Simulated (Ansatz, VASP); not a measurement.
Two plane-wave programs on Ta2N

```xyz
9
Lattice="5.2966 0.0000 0.0000 -2.6483 4.5870 0.0000 0.0000 0.0000 4.9392" Properties=species:S:1:pos:R:3 pbc="T T T"
Ta    1.7647    3.0566    3.7223
Ta   -0.8836    1.5304    3.7223
Ta    1.7671    0.0000    3.7223
Ta    0.8836    1.5304    1.2169
Ta   -1.7647    3.0566    1.2169
Ta    3.5294    0.0000    1.2169
N     2.6483    1.5290    2.4696
N     0.0000    3.0580    2.4696
N     0.0000    0.0000    0.0000
```

The cell comes from a database or a generator and needn't be the stable form of this composition.

Alike in both runs: task single point; functional PBEsol; k mesh 6 × 6 × 4; occupations gaussian, width 0.1 eV; no spin polarisation.

```csv
,VASP,Ansatz
version,VASP 6.6.1,Ansatz 0.2.0
potentials or method,"VASP PAW PBE potentials, release 64 (Ta_pv, N)","scalar-relativistic, plane waves, PAW"
plane-wave cutoff (eV),520,420
valence electrons in the cell,81,93
```

VASP gave:

- gap on the k mesh at the Fermi level (eV): none
- pressure (GPa): -4.8
- largest component of the traceless stress (GPa): 0.29
- rms of the force components (eV/Å): 0.045

Which values does Ansatz return?

gap on the k mesh at the Fermi level (eV): none; pressure (GPa): -5.4; largest component of the traceless stress (GPa): 0.27; rms of the force components (eV/Å): 0.053.

Atom by atom the forces differ by 0.008 eV/Å (rms over components). A gap of «none» marks a metal or a gap that the smearing closes. The functional is the same, so the differences come from potentials, cutoffs and numerics. The two sets of potentials don't hold the same shells in valence. Ansatz warned: «pseudo_functional_mismatch».

Caveats: the PAW data sets were made with another functional, which shifts forces and pressure a little (VASP). Spin-orbit coupling is left out, which matters for the levels of Ta.
